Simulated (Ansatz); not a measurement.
# P: one atom moved over a plane

This session takes P and sets out to map the energy of atom 1 (P) over a plane.

Method: DFT PBEsol, scalar-relativistic, plane waves, PAW, in Ansatz 0.2.0.

### Step 1. The structure to begin with

It takes space group Imma (No. 74, orthorhombic). Conventional cell: a = 3.383 Å, b = 5.030 Å, c = 3.718 Å, α = 90.00°, β = 90.00°, γ = 90.00°. P (site symmetry mm2) has 4 P at 2.24 to 2.55 Å as nearest neighbours.

Structure file:

```
CELL_PARAMETERS angstrom
-1.69151 2.51517 1.85894
1.69151 -2.51517 1.85894
1.69151 2.51517 -1.85894
ATOMIC_POSITIONS crystal
P 0.80331 0.05331 0.75000
P 0.19669 0.94669 0.25000
```

It goes back to an entry of the Materials Project, which need not be the stable form.

The cell is taken as given, not relaxed at this level.

### Step 2. The reference cell

Reference values: F = -1480.1115 eV; pressure -0.78 GPa; largest force 0.416 eV/Å; gap on the mesh none (metal). It was computed beforehand with the settings of the runs below.

### Step 3. The scan: one atom moved over a plane

Atom 1 (P) is moved by p along (0.707, 0.707, 0.000) and q along (0.000, 0.000, 1.000) (Å), all else fixed; its images in the other cells move with it. Points alike by symmetry are run once.

### Step 4. At p = -0.600, q = -0.600

File input.yaml:

```yaml
crystal:
  lattice:
    - [-1.6915100431, 2.5151650373, 1.8589441358]
    - [1.6915100431, -2.5151650373, 1.8589441358]
    - [1.6915100431, 2.5151650373, -1.8589441358]
  atoms:
    - { symbol: P, position: [0.5575859771, -0.2334826821, 0.5402489432] }
    - { symbol: P, position: [0.19669089, 0.94669089, 0.25] }
basis:
  ecutwfc: 420
kpoints:
  mp_grid: { grid: [18, 18, 18] }
hamiltonian:
  xc: pbesol
scf:
  occupations: { method: gaussian, width: 0.15 }
output:
  forces: true
  stress: true
  eigenvalues: true
```

Run with:

```bash
$ ansatz run input.yaml --threads 1 --pin off --max-ram 2560MiB --backend cpu --events-out ev --progress --plain --runs-dir out
```

Further runs follow: point p = -0.600, q = 0.000; point p = -0.600, q = 0.600; p = 0.000, q = -0.600; point p = 0.000, q = 0.600; point p = -0.600, q = -0.300; point p = -0.600, q = 0.300; At p = -0.300, q = -0.600; At p = -0.300, q = 0.000; point p = -0.300, q = 0.600.

Before running it: what results should come out? Wanted: highest point; lowest point away from the origin.

**Answer**, as computed:

| quantity | value |
| --- | --- |
| highest point | 5.441 eV/cell at (p, q) = (-0.600, 0.600) |
| lowest point away from the origin | 0.058 eV/cell at (0.000, -0.600) |

In words: No computed point lies below the origin. Where forces pass 15 eV/Å atoms stand far too close, the PAW spheres overlap strongly and those numbers are rough.
